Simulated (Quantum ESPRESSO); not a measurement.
GaAs: zone-centre phonons under several settings

```
CELL_PARAMETERS angstrom
0.00000 2.82685 2.82685
2.82685 0.00000 2.82685
2.82685 2.82685 0.00000
ATOMIC_POSITIONS crystal
As 0.75000 0.75000 0.75000
Ga 0.00000 0.00000 0.00000
```

All runs used Quantum ESPRESSO 7.5; no spin polarisation; occupations smeared at first, fixed for the response.

| level | potentials | k mesh (s: shifted) | geometry | cutoff (eV) | volume (Å³/atom) | pressure (GPa) | lowest optical mode without the field (cm⁻¹) | sum of the Born charges (e) |
| --- | --- | --- | --- | --- | --- | --- | --- | --- |
| LDA | GBRV 1.5 LDA | 8 × 8 × 8s | relaxed cell | 612 | ? | 0.0 | ? | ? |
| rev-vdW-DF2 | PseudoDojo 0.4.1 SR PBE standard | 6 × 6 × 6s | relaxed cell | 1143 | 23.09 | 0.0 | 257 | -0.03 |
| AM05 | PseudoDojo 0.4.1 SR PBE standard | 6 × 6 × 6s | given cell, atoms relaxed | 1143 | 22.59 | 0.5 | 263 | -0.03 |

What stands in the row left open?

Volume 22.00 Å³/atom; lowest optical mode without the field 271 cm⁻¹; sum of the Born charges 0.00 e.

Caveats: the potentials were made for another functional, which shifts forces and pressure (some runs).

The runs don't all hold the same shells in valence.
